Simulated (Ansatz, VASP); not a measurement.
**InP: VASP beside Ansatz**

```
In P
1.0
     0.00000    2.60754    2.60754
     2.60754    0.00000    2.60754
     2.60754    2.60754    0.00000
In P
1 1
Direct
  0.00000 0.00000 0.00000
  0.75000 0.75000 0.75000
```

Alike in both runs: functional LDA; k mesh 10 × 10 × 10; no spin polarisation.

Ansatz relaxed the structure, and its values are those at the end. VASP's run is a single point on that final structure, the one shown.

```csv
,VASP,Ansatz
version,VASP 6.6.1,Ansatz 0.2.0
potentials or method,"VASP PAW LDA potentials, release 64 (In_d, P)","scalar-relativistic, plane waves, PAW"
plane-wave cutoff (eV),520,420
occupations,"gaussian, width 0.01 eV",fixed
valence electrons in the cell,18,18
```

VASP gave:

* gap on the k mesh at the Fermi level (eV): 0.83
* least direct gap on the mesh (eV): 2.20

Task: Estimate Ansatz's values.

Result: gap on the k mesh at the Fermi level (eV): 0.83; least direct gap on the mesh (eV): 2.18.

Caveats: spin-orbit coupling is left out, which moves the levels of the heavy elements. A k mesh can miss the band edges.
